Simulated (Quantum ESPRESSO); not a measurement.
The system is Pb.

```
Pb
1.0
     0.00000    2.47502    2.47502
     2.47502    0.00000    2.47502
     2.47502    2.47502    0.00000
Pb
1
Direct
  0.00000 0.00000 0.00000
```

Base run:

```yaml
Program: Quantum ESPRESSO 7.5
Functional: Q2D
Potentials_or_basis: PseudoDojo 0.4.1 SR PBE standard
Cutoff: 762 eV
Density_cutoff: 3048 eV
k_mesh: 9 × 9 × 9
Occupations: fermi-dirac, width 0.05 eV
Spin: no spin polarisation
```

Its results: band gap on the k mesh none (metal or under the smearing width); pressure -2.2 GPa.

The run is repeated on the same cell with these changes: functional from Q2D to PW86PBE. What comes out?

Band gap on the k mesh none (metal or under the smearing width); pressure 5.0 GPa.

Caveats: the potentials were made for another functional, which shifts forces and pressure; spin-orbit coupling is left out, which moves the levels of the heavy elements.
